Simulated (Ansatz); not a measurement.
# Sensitivity of the gradients in CaF2 with hydrogen replacing F to the input

Cell: a supercell of CaF2 (fluorite type, Fm-3m) built from a measured structure from the Crystallography Open Database (COD), with all atoms left at the host's positions.

```cif
data_structure
_symmetry_space_group_name_H-M 'P 1'
_symmetry_Int_Tables_number 1
_cell_length_a 7.7244
_cell_length_b 7.7244
_cell_length_c 7.7244
_cell_angle_alpha 60.000
_cell_angle_beta 60.000
_cell_angle_gamma 60.000
_cell_volume 325.90
loop_
_atom_site_label
_atom_site_type_symbol
_atom_site_fract_x
_atom_site_fract_y
_atom_site_fract_z
_atom_site_occupancy
Ca1 Ca 0.00000 0.00000 0.00000 1
Ca2 Ca 0.00000 0.00000 0.50000 1
Ca3 Ca 0.00000 0.50000 0.00000 1
Ca4 Ca 0.00000 0.50000 0.50000 1
Ca5 Ca 0.50000 0.00000 0.00000 1
Ca6 Ca 0.50000 0.00000 0.50000 1
Ca7 Ca 0.50000 0.50000 0.00000 1
Ca8 Ca 0.50000 0.50000 0.50000 1
H9 H 0.12500 0.12500 0.12500 1
F10 F 0.12500 0.12500 0.62500 1
F11 F 0.12500 0.62500 0.12500 1
F12 F 0.12500 0.62500 0.62500 1
F13 F 0.62500 0.12500 0.12500 1
F14 F 0.62500 0.12500 0.62500 1
F15 F 0.62500 0.62500 0.12500 1
F16 F 0.62500 0.62500 0.62500 1
F17 F 0.37500 0.37500 0.37500 1
F18 F 0.37500 0.37500 0.87500 1
F19 F 0.37500 0.87500 0.37500 1
F20 F 0.37500 0.87500 0.87500 1
F21 F 0.87500 0.37500 0.37500 1
F22 F 0.87500 0.37500 0.87500 1
F23 F 0.87500 0.87500 0.37500 1
F24 F 0.87500 0.87500 0.87500 1
```

Sites (sets of like atoms) are named by element and the number of their first atom in this list.

Reference run. The numbers come from a DFT calculation in Ansatz (PBE, plane waves and PAW, scalar-relativistic, 420 eV cutoff, Γ-centred 3×3×3 k-points, Fermi–Dirac smearing 0.01 eV).

Q: The input is changed as follows: `hamiltonian.xc`: pbe → lda; `hamiltonian.dispersion`: not typed → d4; `scf.n_extra_bands`: not typed → 32. What happens to V_zz (10²¹ V/m²) and η?

A: 

| site | atom | V_zz reference | η reference | V_zz changed | η changed |
| --- | --- | --- | --- | --- | --- |
| Ca1 | 1 | 0.34 | 0.00 | 0.24 | 0.00 |
| H | 9 | 0.00 | – | 0.00 | – |
| F10 | 10 | -0.034 | 0.42 | -0.031 | 0.44 |
| F18 | 18 | 0.28 | 0.49 | 0.23 | 0.60 |

The largest change of V_zz is on Ca1, from 0.34 to 0.24. Other sites with |V_zz| of 0.02 or less aren't listed. The dispersion term itself leaves the density as it is. Its pressure is -8 GPa, against 2 GPa in the reference run. SCF iterations: 7 and 8. New warnings: dispersion damping borrowed.

On the reference run: The defect repeats with the cell of 24 atoms, so it feels its images: sites between two images don't show the values beside a lone defect, and zeros or small values of η there can come from the images' arrangement. The neighbours have not yet relaxed around the defect (largest force 0.076 eV/Å), so a real crystal will differ.
